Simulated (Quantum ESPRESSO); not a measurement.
# TiTe2 (P-3m1) in Quantum ESPRESSO: further runs, part 2 of 2

Quantum ESPRESSO 7.5. Earlier steps stand in the parts before.

## (3) Band structure, r2SCAN

Input file pw.in:

```
&CONTROL
  calculation = 'scf'
  prefix = 'pwscf'
  outdir = './tmp'
  pseudo_dir = './pseudo'
  tprnfor = .true.
  tstress = .true.
  disk_io = 'low'
/
&SYSTEM
  ibrav = 0
  celldm(1) = 8
  nat = 3
  ntyp = 2
  ecutwfc = 70
  nbnd = 31
  input_dft = 'r2scan'
  occupations = 'smearing'
  smearing = 'fd'
  degauss = 0.00367493
  nosym = .true.
/
&ELECTRONS
  conv_thr = 1d-08
  electron_maxstep = 120
  mixing_beta = 0.5
/
ATOMIC_SPECIES
Te   127.6000 Te_ONCV_PBE-1.2.upf
Ti    47.8670 Ti_ONCV_PBE-1.2.upf
CELL_PARAMETERS alat
  0.8921869465889   0.0000000000000   0.0000000000000
 -0.4460934732945   0.7726565606724   0.0000000000000
  0.0000000000000   0.0000000000000   1.5349300447273
ATOMIC_POSITIONS crystal
Te     0.3333333333    0.6666666667    0.7372000000
Te     0.6666666667    0.3333333333    0.2628000000
Ti     0.0000000000    0.0000000000    0.0000000000
K_POINTS automatic
6 6 3 0 0 0
```

Input file bands.in:

```
&CONTROL
  calculation = 'bands'
  prefix = 'pwscf'
  outdir = './tmp'
  pseudo_dir = './pseudo'
  disk_io = 'low'
  verbosity = 'high'
/
&SYSTEM
  ibrav = 0
  celldm(1) = 8
  nat = 3
  ntyp = 2
  ecutwfc = 70
  nbnd = 31
  input_dft = 'r2scan'
  occupations = 'smearing'
  smearing = 'fd'
  degauss = 0.00367493
  nosym = .true.
/
&ELECTRONS
  conv_thr = 1d-08
  electron_maxstep = 120
  mixing_beta = 0.5
  diago_full_acc = .true.
  startingwfc = 'random'
/
ATOMIC_SPECIES
Te   127.6000 Te_ONCV_PBE-1.2.upf
Ti    47.8670 Ti_ONCV_PBE-1.2.upf
CELL_PARAMETERS alat
  0.8921869465889   0.0000000000000   0.0000000000000
 -0.4460934732945   0.7726565606724   0.0000000000000
  0.0000000000000   0.0000000000000   1.5349300447273
ATOMIC_POSITIONS crystal
Te     0.3333333333    0.6666666667    0.7372000000
Te     0.6666666667    0.3333333333    0.2628000000
Ti     0.0000000000    0.0000000000    0.0000000000
K_POINTS crystal
60
 0.0000000000  0.0000000000  0.0000000000 1
 0.0625000000  0.0000000000  0.0000000000 1
 0.1250000000  0.0000000000  0.0000000000 1
 0.1875000000  0.0000000000  0.0000000000 1
 0.2500000000  0.0000000000  0.0000000000 1
 0.3125000000  0.0000000000  0.0000000000 1
 0.3750000000  0.0000000000  0.0000000000 1
 0.4375000000  0.0000000000  0.0000000000 1
 0.5000000000  0.0000000000  0.0000000000 1
 0.4583333333  0.0833333333  0.0000000000 1
 0.4166666667  0.1666666667  0.0000000000 1
 0.3750000000  0.2500000000  0.0000000000 1
 0.3333333333  0.3333333333  0.0000000000 1
 0.2962962963  0.2962962963  0.0000000000 1
 0.2592592593  0.2592592593  0.0000000000 1
 0.2222222222  0.2222222222  0.0000000000 1
 0.1851851852  0.1851851852  0.0000000000 1
 0.1481481481  0.1481481481  0.0000000000 1
 0.1111111111  0.1111111111  0.0000000000 1
 0.0740740741  0.0740740741  0.0000000000 1
 0.0370370370  0.0370370370  0.0000000000 1
 0.0000000000  0.0000000000  0.0000000000 1
 0.0000000000  0.0000000000  0.1250000000 1
 0.0000000000  0.0000000000  0.2500000000 1
 0.0000000000  0.0000000000  0.3750000000 1
 0.0000000000  0.0000000000  0.5000000000 1
 0.0625000000  0.0000000000  0.5000000000 1
 0.1250000000  0.0000000000  0.5000000000 1
 0.1875000000  0.0000000000  0.5000000000 1
 0.2500000000  0.0000000000  0.5000000000 1
 0.3125000000  0.0000000000  0.5000000000 1
 0.3750000000  0.0000000000  0.5000000000 1
 0.4375000000  0.0000000000  0.5000000000 1
 0.5000000000  0.0000000000  0.5000000000 1
 0.4666666667  0.0666666667  0.5000000000 1
 0.4333333333  0.1333333333  0.5000000000 1
 0.4000000000  0.2000000000  0.5000000000 1
 0.3666666667  0.2666666667  0.5000000000 1
 0.3333333333  0.3333333333  0.5000000000 1
 0.3030303030  0.3030303030  0.5000000000 1
 0.2727272727  0.2727272727  0.5000000000 1
 0.2424242424  0.2424242424  0.5000000000 1
 0.2121212121  0.2121212121  0.5000000000 1
 0.1818181818  0.1818181818  0.5000000000 1
 0.1515151515  0.1515151515  0.5000000000 1
 0.1212121212  0.1212121212  0.5000000000 1
 0.0909090909  0.0909090909  0.5000000000 1
 0.0606060606  0.0606060606  0.5000000000 1
 0.0303030303  0.0303030303  0.5000000000 1
 0.0000000000  0.0000000000  0.5000000000 1
 0.5000000000  0.0000000000  0.5000000000 1
 0.5000000000  0.0000000000  0.3750000000 1
 0.5000000000  0.0000000000  0.2500000000 1
 0.5000000000  0.0000000000  0.1250000000 1
 0.5000000000  0.0000000000  0.0000000000 1
 0.3333333333  0.3333333333  0.0000000000 1
 0.3333333333  0.3333333333  0.1250000000 1
 0.3333333333  0.3333333333  0.2500000000 1
 0.3333333333  0.3333333333  0.3750000000 1
 0.3333333333  0.3333333333  0.5000000000 1
```

Potentials or basis: SG15 PBE 1.2.

The run is started by

```
$ OMP_NUM_THREADS=1 mpirun -n 2 pw.x -nk 2 -in pw.in > pw.out
$ OMP_NUM_THREADS=1 mpirun -n 2 pw.x -nk 2 -in bands.in > bands.out
```

pw.out:

```text
This program is part of the open-source Quantum ESPRESSO suite
     for quantum simulation of materials; please cite
         "P. Giannozzi et al., J. Phys.:Condens. Matter 21 395502 (2009);
         "P. Giannozzi et al., J. Phys.:Condens. Matter 29 465901 (2017);
         "P. Giannozzi et al., J. Chem. Phys. 152 154105 (2020);
     in publications or presentations arising from this work. More details at

     IMPORTANT: XC functional enforced from input :
     Exchange-correlation= R2SCAN
                           (   0   0   0   0   0 497 498)
     Any further DFT definition will be discarded
     Please, verify this is what you really want

     K-points division:     npool     =       2
     Subspace diagonalization in iterative solution of the eigenvalue problem:
     a serial algorithm will be used

     G-vector sticks info
     --------------------
     sticks:   dense  smooth     PW     G-vecs:    dense   smooth      PW
     Sum         967     967    301                42695    42695    7261

     Using Slab Decomposition

     bravais-lattice index     =            0
     lattice parameter (alat)  =       8.0000  a.u.
     unit-cell volume          =     541.7525 (a.u.)^3
     number of atoms/cell      =            3
     number of atomic types    =            2
     number of electrons       =        44.00
     number of Kohn-Sham states=           31
     kinetic-energy cutoff     =      70.0000  Ry
     charge density cutoff     =     280.0000  Ry
     scf convergence threshold =      1.0E-08
     mixing beta               =       0.5000
     number of iterations used =            8  plain     mixing
     Exchange-correlation= R2SCAN
                           (   0   0   0   0   0 497 498)

     celldm(1)=   8.000000  celldm(2)=   0.000000  celldm(3)=   0.000000
     celldm(4)=   0.000000  celldm(5)=   0.000000  celldm(6)=   0.000000

     crystal axes: (cart. coord. in units of alat)
               a(1) = (   0.892187   0.000000   0.000000 )
               a(2) = (  -0.446093   0.772657   0.000000 )
               a(3) = (   0.000000   0.000000   1.534930 )

     reciprocal axes: (cart. coord. in units 2 pi/alat)
               b(1) = (  1.120841  0.647118 -0.000000 )
[... 118 lines left out ...]
     iteration #  1     ecut=    70.00 Ry     beta= 0.50
     Davidson diagonalization with overlap
     ethr =  1.00E-02,  avg # of iterations = 10.1

     total energy              =    -463.18031104 Ry
     estimated scf accuracy    <     101.87349090 Ry
[... 106 lines left out ...]
     iteration # 17     ecut=    70.00 Ry     beta= 0.50
     Davidson diagonalization with overlap
     ethr =  1.03E-10,  avg # of iterations =  1.2

     End of self-consistent calculation

          k = 0.0000 0.0000 0.0000 (  5361 PWs)   bands (ev):

   -49.7058 -25.1927 -25.1927 -25.1407 -25.1407 -25.1148 -25.1148 -25.1146
   -25.1146 -25.1034 -25.1031 -24.6903 -24.6634 -24.6634  -2.2058  -0.6864
     5.4778   9.0199   9.0199  11.3170  11.3935  11.3935  11.4302  11.8190
    11.8190  14.0444  14.0444  16.6282  17.3190  19.3794  19.3794
[... 339 lines left out ...]
   -49.7032 -25.2041 -25.1847 -25.1506 -25.1371 -25.1225 -25.1172 -25.1138
   -25.1120 -25.0970 -25.0947 -24.7313 -24.6801 -24.6162  -0.4087  -0.2762
     6.2275   6.5922   8.1818   8.3855   8.8209   9.0388  11.6990  12.0794
    12.3985  13.3019  14.3570  16.2614  17.7800  18.5974  18.7520

          k =-0.5604-0.1079-0.2172 (  5346 PWs)   bands (ev):

   -49.7032 -25.2037 -25.1830 -25.1520 -25.1373 -25.1222 -25.1176 -25.1146
   -25.1114 -25.0974 -25.0946 -24.7313 -24.6799 -24.6162  -0.4935  -0.1790
     6.1191   6.5933   8.0603   8.3984   8.8391   9.4325  11.4788  12.2665
    12.4200  13.2441  13.9565  16.6211  17.6381  18.1758  18.9515

          k =-0.5604 0.1079 0.0000 (  5361 PWs)   bands (ev):

   -49.7032 -25.2028 -25.1845 -25.1514 -25.1364 -25.1216 -25.1174 -25.1156
   -25.1106 -25.0987 -25.0951 -24.7312 -24.6802 -24.6159  -0.5515  -0.1295
     6.2607   7.1473   7.6875   8.2661   8.5848   9.0414  11.7441  12.2404
    12.4830  13.2516  13.7607  16.2643  18.4906  18.6681  19.2715

          k =-0.5604 0.1079 0.2172 (  5346 PWs)   bands (ev):

   -49.7032 -25.2037 -25.1830 -25.1520 -25.1373 -25.1222 -25.1176 -25.1146
   -25.1114 -25.0974 -25.0946 -24.7313 -24.6799 -24.6162  -0.4935  -0.1790
     6.1191   6.5933   8.0603   8.3984   8.8391   9.4325  11.4788  12.2665
    12.4200  13.2441  13.9565  16.6211  17.6381  18.1758  18.9515

          k =-0.5604 0.1079-0.2172 (  5346 PWs)   bands (ev):

   -49.7032 -25.2041 -25.1847 -25.1506 -25.1371 -25.1225 -25.1172 -25.1138
   -25.1120 -25.0970 -25.0947 -24.7313 -24.6801 -24.6162  -0.4087  -0.2762
     6.2275   6.5922   8.1818   8.3855   8.8209   9.0388  11.6990  12.0794
    12.3985  13.3019  14.3570  16.2614  17.7800  18.5974  18.7520
[... 10 lines left out ...]
   -49.7032 -25.2070 -25.1912 -25.1394 -25.1321 -25.1274 -25.1164 -25.1141
   -25.1096 -25.0990 -25.0943 -24.7486 -24.6671 -24.6150  -0.4406  -0.2050
     5.6698   6.3516   8.2222   8.7133   9.4040   9.9835  10.8978  12.1726
    12.5263  13.7859  14.1778  15.5350  16.5472  17.4468  18.8237

     the Fermi energy is    10.9555 ev

!    total energy              =    -463.45868442 Ry
     estimated scf accuracy    <          1.6E-10 Ry
     smearing contrib. (-TS)   =      -0.00093567 Ry
     internal energy E=F+TS    =    -463.45774875 Ry

     The total energy is F=E-TS. E is the sum of the following terms:
     one-electron contribution =    -210.88410523 Ry
     hartree contribution      =     115.69594471 Ry
     xc contribution           =     -49.80424790 Ry
     ewald contribution        =    -318.46534032 Ry

     convergence has been achieved in  17 iterations

     Forces acting on atoms (cartesian axes, Ry/au):

     atom    1 type  1   force =     0.00000004    0.00000028    0.01521640
     atom    2 type  1   force =    -0.00000002   -0.00000023   -0.01521660
     atom    3 type  2   force =    -0.00000002   -0.00000005    0.00000020

     Total force =     0.021519     Total SCF correction =     0.000030

     Computing stress (Cartesian axis) and pressure

          total   stress  (Ry/bohr**3)                   (kbar)     P=        3.24
   0.00004365   0.00000000   0.00000000            6.42        0.00        0.00
   0.00000000   0.00004365   0.00000000            0.00        6.42        0.00
   0.00000000   0.00000000  -0.00002131            0.00        0.00       -3.13

=------------------------------------------------------------------------------=
   JOB DONE.
=------------------------------------------------------------------------------=
```

It took 18 min on 2 MPI ranks of AMD EPYC (Zen 3), shared host; peak memory 0.36 GiB.

What came out:

| Item | Value |
| --- | --- |
| Free energy | -6305.6766 eV |
| Pressure | 0.3 GPa |
| Largest force | 0.391 eV/Å |
| Band gap on the k mesh | none (metal or under the smearing width) |

Forces in eV/Å, atoms in the order of the input:
```
Te   0.000  0.000  0.391
Te   0.000  0.000 -0.391
Ti   0.000  0.000  0.000
```

Levels at the corners of the path, in eV from the Fermi level:
```
point  band 20  band 21  band 22  band 23  band 24  band 25
    Γ     0.36     0.44     0.44     0.47     0.86     0.86
    M    -2.59    -2.02    -1.37     0.08     1.22     1.59
    K    -2.62    -2.56    -2.56     1.09     1.48     1.48
    Γ     0.36     0.44     0.44     0.47     0.86     0.86
    A    -1.86     0.43     0.43     0.56     0.56     1.11
    L    -2.29    -1.21    -0.86    -0.17     1.22     1.56
    H    -3.43    -1.97    -1.97     1.10     1.10     1.10
    A    -1.86     0.43     0.43     0.56     0.56     1.11
    L    -2.29    -1.21    -0.86    -0.17     1.22     1.56
    M    -2.59    -2.02    -1.37     0.08     1.22     1.59
    K    -2.62    -2.56    -2.56     1.09     1.48     1.48
    H    -3.43    -1.97    -1.97     1.10     1.10     1.10
```

Caveat: the k mesh is coarse; the potentials were made for another functional, which shifts forces and pressure; spin-orbit coupling is left out, which moves the levels of the heavy elements.

## (4) The reference run

An earlier run on the cell as given: functional PBEsol; potentials or basis GBRV 1.5 PBEsol; cutoff 612 eV; density cutoff 4898 eV; k mesh 8 × 8 × 4; occupations fermi-dirac, width 0.05 eV; no spin polarisation.

- Pressure: -2.2 GPa
- Largest force: 0.108 eV/Å
- Band gap on the k mesh: none (metal or under the smearing width)

## (5) Summary

| task | level | potentials or basis | k mesh | cutoff (eV) | form of the LDA correlation | SCF threshold | symmetry | gap on the mesh (eV) | pressure (GPa) | largest force (eV/Å) |
| --- | --- | --- | --- | --- | --- | --- | --- | --- | --- | --- |
| band structure | LDA | GBRV 1.5 LDA | 8 × 8 × 4 | 612 | PZ81 | 6e-10 Ry | - | none | -4.0 | 0.28 |
| band structure | r2SCAN | SG15 PBE 1.2 | 6 × 6 × 3 | 952 | - | 1e-08 Ry | off | none | 0.3 | 0.39 |
| single point | PBEsol | GBRV 1.5 PBEsol | 8 × 8 × 4 | 612 | - | 6e-10 Ry | - | none | -2.2 | 0.11 |

Alike in all rows: no spin polarisation; cell as given; smearing fermi-dirac 0.05 eV.

Caveats: spin-orbit coupling is left out, which moves the levels of the heavy elements (some runs); the potentials were made for another functional, which shifts forces and pressure (some runs); this functional lacks dispersion, which binds the layers, so the pressure and a relaxed spacing across them are unreliable (some runs).

Absolute energies hang on the potentials; compare differences alone.
